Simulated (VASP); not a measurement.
Wanted: an ASE script for a VASP 6.6.1 run.

```yaml
Task: relaxation of cell and atoms
Functional: PBE
Dispersion: D2
Potentials_or_basis: VASP PAW PBE potentials, release 64 (Sr_sv, O)
Cutoff: 600 eV
k_mesh: 9 × 9 × 9
Occupations: tetrahedron
Spin: no spin polarisation
Optimiser: LBFGS
Further_INCAR_settings: ALGO = Fast; EDIFF = 1.00e-07
```

The system is SrO.

```
Sr O
1.0
     0.00000    2.56630    2.56630
     2.56630    0.00000    2.56630
     2.56630    2.56630    0.00000
Sr O
1 1
Direct
  0.50000 0.50000 0.50000
  0.00000 0.00000 0.00000
```

The input as run:

run.py

```python
from ase.calculators.vasp import Vasp
from ase.filters import FrechetCellFilter
from ase.optimize import LBFGS
from ase.spacegroup import crystal

atoms = crystal(
    ['Sr', 'O'],
    basis=[[0.5, 0.0, 0.0], [0.0, 0.0, 0.0]],
    spacegroup=225,
    setting=1,
    cellpar=[5.1326, 5.1326, 5.1326, 90.0, 90.0, 90.0],
    primitive_cell=True,
)
calc = Vasp(
    directory='calc',
    xc='pbe',
    pp='PBE',
    setups='recommended',
    prec='Accurate',
    encut=600,
    ediff=1e-07,
    ismear=-5,
    sigma=0.05,
    lreal=False,
    lasph=True,
    nelm=80,
    algo='Fast',
    isif=2,
    lwave=False,
    lcharg=False,
    ivdw=1,
    kpts=[9, 9, 9],
    gamma=True,
)
atoms.calc = calc
opt = LBFGS(FrechetCellFilter(atoms), trajectory='relax.traj')
converged = opt.run(fmax=0.005, steps=40)
print('converged:', converged)

print('energy (eV):', atoms.get_potential_energy())
print('free energy (eV):', atoms.get_potential_energy(force_consistent=True))
print('forces (eV/A):')
print(atoms.get_forces())
print('stress (eV/A^3, Voigt):', atoms.get_stress())
print('Fermi level (eV):', calc.get_fermi_level())
print('cell (A, degrees):', atoms.cell.cellpar())
print('volume (A^3):', atoms.get_volume())
print('scaled positions:')
print(atoms.get_scaled_positions())
```

Potentials or basis: VASP PAW PBE potentials, release 64 (Sr_sv, O).

Command:

```bash
$ python run.py
```

It gave:

| Property | Result |
| --- | --- |
| Relaxed volume | 16.82 Å³/atom |
| Relaxed cell | a = 3.624 Å, b = 3.624 Å, c = 3.624 Å, α = 60.00°, β = 60.00°, γ = 60.00° |
| Space group after relaxing (to 0.05 Å) | Fm-3m (No. 225) |
| Energy gained by relaxing | 0.0 meV/atom |
| Ionic steps | 3 |
| Pressure after relaxing | 0.0 GPa |
| Band gap on the k mesh | 3.32 eV, indirect (least direct gap 3.41 eV) |
| Dispersion energy per atom | -0.354 eV |

Caveat: an odd mesh through Γ misses points on the zone boundary, where band edges often lie.

Wall time 73 s on 1 thread of AMD EPYC 9R45 (Zen 5), on a shared host, peak memory 0.14 GiB.
